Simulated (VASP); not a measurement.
# InPd (Pm-3m) in VASP: further runs, part 2 of 2

VASP 6.6.1.

**4. Relaxation of cell and atoms, PBE0**

POSCAR reads:

```
InPd
1.0
    3.2718847800      0.0000000000      0.0000000000
    0.0000000000      3.2718847800      0.0000000000
    0.0000000000      0.0000000000      3.2718847800
In Pd
1 1
Direct
    0.0000000000      0.0000000000      0.0000000000
    0.5000000000      0.5000000000      0.5000000000
```

INCAR.step1 reads:

```
SYSTEM = InPd
  ALGO = Normal
  EDIFF = 1E-5
  ENCUT = 600
  GGA = PE
  ISMEAR = -1
  LASPH = .True.
  LCHARG = .False.
  LREAL = .False.
  LWAVE = .True.
  NELM = 80
  PREC = Accurate
  SIGMA = 0.05
```

INCAR.step2 reads:

```
SYSTEM = InPd
  AEXX = 0.25
  ALGO = Normal
  EDIFF = 1E-6
  EDIFFG = -0.005
  ENCUT = 600
  GGA = PE
  IBRION = 2
  ISIF = 3
  ISMEAR = -1
  ISTART = 1
  LASPH = .True.
  LCHARG = .False.
  LHFCALC = .True.
  LREAL = .False.
  LWAVE = .False.
  NELM = 80
  NSW = 40
  PREC = Accurate
  PRECFOCK = Fast
  SIGMA = 0.05
```

KPOINTS reads:

```
k-points
0
Gamma
  4 4 4
  0 0 0
```

Potentials or basis: VASP PAW PBE potentials, release 64 (In_d, Pd).

Launch:

```bash
> cat potpaw_PBE.64/In_d/POTCAR potpaw_PBE.64/Pd/POTCAR > POTCAR
> cp INCAR.step1 INCAR
> mpirun -np 1 vasp_std > vasp.out
> cp INCAR.step2 INCAR
> mpirun -np 1 vasp_std > vasp.out
```

OUTCAR:

```text
SYSTEM = InPd
   AEXX = 0.25
   EDIFF = 1E-6
   EDIFFG = -0.005
   ENCUT = 600
   GGA = PE
   IBRION = 2
   ISIF = 3
   ISMEAR = -1
   ISTART = 1
   LASPH = .True.
   LHFCALC = .True.
   LREAL = .False.
   NELM = 80
   NSW = 40
   PREC = Accurate
   PRECFOCK = Fast

 ion  position               nearest neighbor table
   1  0.000  0.000  0.000-   2 2.83   2 2.83   2 2.83   2 2.83   2 2.83   2 2.83   2 2.83   2 2.83

   2  0.500  0.500  0.500-   1 2.83   1 2.83   1 2.83   1 2.83   1 2.83   1 2.83   1 2.83   1 2.83

  LATTYP: Found a simple cubic cell.
 ALAT       =     3.2718847800

  Lattice vectors:

 A1 = (   3.2718847800,   0.0000000000,   0.0000000000)
 A2 = (   0.0000000000,   3.2718847800,   0.0000000000)
 A3 = (   0.0000000000,   0.0000000000,   3.2718847800)

Analysis of symmetry for initial positions (statically):
=====================================================================
 Subroutine PRICEL returns:
 Original cell was already a primitive cell.

 Routine SETGRP: Setting up the symmetry group for a
 simple cubic supercell.

 Subroutine GETGRP returns: Found 48 space group operations
 (whereof 48 operations were pure point group operations)
 out of a pool of 48 trial point group operations.

[... 152 lines left out ...]
  ext. energy  EPLUGINS =         0.00000000
  ---------------------------------------------------
  free energy    TOTEN  =       -11.29510419 eV

  energy without entropy =      -11.28857326  energy(sigma->0) =      -11.29183872

------------------------ aborting loop because EDIFF is reached ----------------------------------------

  FORCE on cell =-STRESS in cart. coord.  units (eV):
  Direction    XX          YY          ZZ          XY          YZ          ZX
  --------------------------------------------------------------------------------------
  -------------------------------------------------------------------------------------
  Total       -0.1617376     -0.1617376     -0.1617376      0.0000000     -0.0000000      0.0000000
  in kB       -7.3982248     -7.3982248     -7.3982248      0.0000000     -0.0000000      0.0000000
  external PRESSURE =      -7.3982248 kB  Pullay stress =       0.0000000 kB
[... 59 lines left out ...]
--------------------------------------- Ionic step        3  -------------------------------------------

 number of electron      23.0000010 magnetization

 Free energy of the ion-electron system (eV)
  ---------------------------------------------------
  ext. energy  EPLUGINS =         0.00000000
  ---------------------------------------------------
  free energy    TOTEN  =       -11.29556199 eV

  energy without entropy =      -11.28903190  energy(sigma->0) =      -11.29229695

 E-fermi :  10.6262     XC(G=0):  -9.6122

 val. band max:       10.6261685526   @ k =   0.5000   0.5000   0.2500
 cond. band min:      11.2728899324   @ k =   0.5000   0.5000   0.5000
 fundamental gap:      0.6467213797
 Fermi energy:        10.6262448728

 k-point     1 :       0.0000    0.0000    0.0000
  band No.  band energies     occupation
      1      -7.1209      2.00000
      2      -7.1209      2.00000
      3      -6.6901      2.00000
      4      -6.6900      2.00000
      5      -6.6874      2.00000
      6      -1.3166      2.00000
      7       5.1600      2.00000
      8       5.1601      2.00000
      9       6.9554      2.00000
     10       6.9662      2.00000
     11       6.9776      2.00000
     12      15.6500      0.00000
     13      15.6502      0.00000
     14      15.6527      0.00000
[... 190 lines left out ...]
  FREE ENERGIE OF THE ION-ELECTRON SYSTEM (eV)
  ---------------------------------------------------
  free  energy   TOTEN  =       -11.2955619895 eV

  energy  without entropy=      -11.2890319021  energy(sigma->0) =      -11.29229695

 reached required accuracy - stopping structural energy minimisation
```

OSZICAR.step1:

```text
N       E                     dE             d eps       ncg     rms          rms(c)
DAV:   1     0.178188343620E+03    0.17819E+03   -0.12197E+04   300   0.224E+03
DAV:   2     0.550035872326E+00   -0.17764E+03   -0.17288E+03   300   0.455E+02
DAV:   3    -0.873471288583E+01   -0.92847E+01   -0.92582E+01   363   0.105E+02
DAV:   4    -0.892920327671E+01   -0.19449E+00   -0.19439E+00   386   0.136E+01
DAV:   5    -0.893578787173E+01   -0.65846E-02   -0.65845E-02   434   0.244E+00    0.639E+00
DAV:   6    -0.877110286952E+01    0.16469E+00   -0.38599E-01   363   0.968E+00    0.306E+00
DAV:   7    -0.873580240569E+01    0.35300E-01   -0.69896E-02   356   0.516E+00    0.130E+00
DAV:   8    -0.872982882647E+01    0.59736E-02   -0.18376E-02   335   0.138E+00    0.367E-01
DAV:   9    -0.872917363852E+01    0.65519E-03   -0.19358E-03   391   0.776E-01    0.539E-02
DAV:  10    -0.872917979660E+01   -0.61581E-05   -0.50090E-05   362   0.111E-01
   1 F= -.87291798E+01 E0= -.87217948E+01  d E =-.147699E-01
```

It took 35 min on 1 thread of Intel Xeon Platinum 8259CL at 2.50GHz (Skylake/Cascade Lake), shared host; peak memory 0.19 GiB.

Results:

- Free energy: -11.2956 eV
- Relaxed volume: 17.42 Å³/atom
- Relaxed cell: a = 3.266 Å, b = 3.266 Å, c = 3.266 Å, α = 90.00°, β = 90.00°, γ = 90.00°
- Space group after relaxing (to 0.05 Å): Pm-3m (No. 221)
- Energy gained by relaxing: 0.2 meV/atom
- Ionic steps: 3
- Pressure after relaxing: 0.0 GPa
- Band gap on the k mesh: none (metal or under the smearing width)

Step by step:
```tsv
step	energy change (eV)	largest force (eV/Å)	pressure (GPa)	volume (Å³)
1	0.0000	0.0000	-0.74	35.03
2	0.0001	0.0000	0.84	34.62
3	-0.0005	0.0000	0.01	34.83
```

Final structure:
```
In Pd
1.0
     3.26591    0.00000    0.00000
     0.00000    3.26591    0.00000
     0.00000    0.00000    3.26591
In Pd
1 1
Direct
  0.00000 0.00000 0.00000
  0.50000 0.50000 0.50000
```

Levels at points of the mesh, in eV from the Fermi level:
```tsv
k point	band 8	band 9	band 10	band 11	band 12	band 13	band 14	band 15
(0.00, 0.00, 0.00)	-5.47	-3.67	-3.66	-3.65	5.02	5.02	5.03	11.01
(0.50, 0.00, 0.00)	-5.44	-4.76	-4.75	-3.76	-2.18	10.72	10.79	10.79
(0.50, 0.50, 0.00)	-4.15	-4.12	-3.30	-3.25	-3.10	1.97	3.19	10.65
(0.50, 0.50, 0.50)	-6.48	-3.05	-3.05	0.65	4.25	4.29	4.32	4.96
```

Caveat: the k mesh is coarse (spacing up to 0.48 Å⁻¹), so the values aren't converged, least of all with exact exchange; the PAW data sets were made with another functional, which shifts forces and pressure a little.

**5. Summary**

```tsv
task	level	cell	k mesh	cutoff (eV)	smearing	grid for exact exchange (PRECFOCK)	exchange at q = 0	mesh quality	gap on the mesh (eV)	pressure (GPa)
single point	PBE	as given	8 × 8 × 8	520	gaussian 0.012 eV	-	-	not flagged	none	3.8
single point	PBE	as given	8 × 8 × 8	520	gaussian 0.014 eV	-	-	not flagged	none	3.8
relaxation of cell and atoms	PBE0	relaxed	4 × 4 × 4	600	fermi-dirac 0.05 eV	Fast	default	coarse	none	0.0
```

Alike in all rows: potentials or basis VASP PAW PBE potentials, release 64 (In_d, Pd); no spin polarisation.

Caveats: some runs use coarse meshes; the PAW data sets were made with another functional, which shifts forces and pressure a little (some runs).

Absolute energies hang on the potentials; compare differences alone.
